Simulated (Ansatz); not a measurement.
Crystal: TiSi.

```
CELL_PARAMETERS angstrom
1.81618 -2.11762 0.00000
1.81618 2.11762 0.00000
0.00000 0.00000 3.80393
ATOMIC_POSITIONS crystal
Ti 0.50000 0.50000 0.00000
Si 0.00000 0.00000 0.50000
```

The cell comes from a database or a generator and needn't be the stable form of this composition.

| Property | Result |
| --- | --- |
| Program | Ansatz 0.2.0 |
| Task | relaxation of cell and atoms |
| Functional | HF |
| Potentials or basis | Ansatz PAW |
| Cutoff | 420 eV (not typed: the program's choice for these potentials) |
| k mesh | 5 × 5 × 4 |
| Occupations | fermi-dirac, width 0.05 eV |
| Spin | no spin polarisation |

At the start: volume 14.63 Å³/atom.

**Question.** How do energy, volume and symmetry change on relaxing?

**Answer.** It ends after 9 steps and the volume is 15.83 Å³/atom (+8.2 %); space group Cmmm (No. 65, to 0.05 Å).

The path:
| step | energy change (eV) | largest force (eV/Å) | volume (Å³) |
| --- | --- | --- | --- |
| 1 | 0.0000 | 0.0000 | 29.26 |
| 2 | -0.0715 | 0.0000 | 32.36 |
| 3 | -0.0819 | 0.0000 | 31.76 |
| 4 | -0.0828 | 0.0000 | 31.56 |
| 5 | -0.0829 | 0.0000 | 31.62 |
| 6 | -0.0829 | 0.0000 | 31.65 |
| 7 | -0.0855 | 0.0000 | 31.65 |
| 8 | -0.0855 | 0.0000 | 31.66 |
| 9 | -0.0855 | 0.0000 | 31.66 |

Final structure:
```yaml
crystal:
  lattice:
    - [1.85094, -2.16177, 0.00000]
    - [1.85094, 2.16177, 0.00000]
    - [0.00000, 0.00000, 3.95650]
  atoms:
    - { symbol: Ti, position: [0.50000, 0.50000, 0.00000] }
    - { symbol: Si, position: [0.00000, 0.00000, 0.50000] }
```

Caveat: the k mesh is coarse (spacing up to 0.46 Å⁻¹), so the values aren't converged, least of all with exact exchange; the plane-wave basis is chosen anew once the cell has moved, so the energies of steps on either side of that aren't comparable; the PAW data sets come from PBE, with cores solved anew for the run's functional, which leaves a small shift of forces and pressure.
